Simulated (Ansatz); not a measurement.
# CdSe: levels at named points

The task here is to estimate one member of a computed series from the others.

Program: Ansatz 0.2.0. Level of theory: DFT PBEsol, scalar-relativistic, plane waves, PAW. These are calculated values, not measurements.

That is the level of the relaxation; later steps name their own.

1 further run of the same task is left out (set aside as unsound or not needed).

**The structure to begin with**

The structure is cubic, space group F-43m (No. 216). The conventional cell has a = 6.083 Å, b = 6.083 Å, c = 6.083 Å, α = 90.00°, β = 90.00°, γ = 90.00°. Cd (site symmetry -43m) is surrounded by 4 Se at 2.63 Å. Around Se (site symmetry -43m) lie 4 Cd at 2.63 Å.

Structure file:

```cif
data_structure
_symmetry_space_group_name_H-M 'P 1'
_symmetry_Int_Tables_number 1
_cell_length_a 4.3011
_cell_length_b 4.3011
_cell_length_c 4.3011
_cell_angle_alpha 60.000
_cell_angle_beta 60.000
_cell_angle_gamma 60.000
_cell_volume 56.26
loop_
_atom_site_label
_atom_site_type_symbol
_atom_site_fract_x
_atom_site_fract_y
_atom_site_fract_z
_atom_site_occupancy
Cd1 Cd 0.00000 0.00000 0.00000 1
Se1 Se 0.25000 0.25000 0.25000 1
```

It is the result of an earlier relaxation at this level (volume 28.13 Å³/atom; gap on the mesh: 0.48 eV).

The first run:

The input, input.yaml:

```yaml
crystal:
  lattice:
    - [0.0, 3.0413096059, 3.0413096059]
    - [3.0413096059, 0.0, 3.0413096059]
    - [3.0413096059, 3.0413096059, 0.0]
  atoms:
    - { symbol: Cd, position: [0.0, 0.0, 0.0] }
    - { symbol: Se, position: [0.25, 0.25, 0.25] }
basis:
  ecutwfc: 420
kpoints:
  mp_grid: { grid: [10, 10, 10] }
  band_path: { path: [VBM, CBM], npoints: 2 }
hamiltonian:
  xc: pbesol
scf:
  occupations: { method: gaussian, width: 0.02 }
output:
  forces: true
  stress: true
  eigenvalues: true
```

Run with:

```
$ ansatz run input.yaml --threads 2 --pin off --max-ram 5120MiB --backend cpu --events-out ev --progress --plain --runs-dir out
```

Steps of the session up to this table: Band edges over the whole zone; The run at PBEsol, 250 eV and coarse mesh; The run at LDA; The run at PBE0; The run at Hartree-Fock.

One of the session's tables, all rows but one given; the rest of the session is left out.

```
                         level  gap (eV)  least direct gap (eV)
PBEsol, 250 eV and coarse mesh      0.49                   0.49
                           LDA      0.33                   0.33
                          PBE0         ?                      ?
                  Hartree-Fock      7.69                   7.69
```

Q: Estimate the row for PBE0 from the others.

**Answer.** gap (eV): 2.21; least direct gap (eV): 2.21. In the column «gap (eV)» it lies between PBEsol, 250 eV and coarse mesh (0.49) and Hartree-Fock (7.69).

Gaps are by band count over the mesh and the named points; a gap of 0 means that the bands overlap or touch.

To keep in mind: The cheap run is there to show what low settings cost; its numbers aren't properties. Warnings in the runs' records: cutoff below recommended.
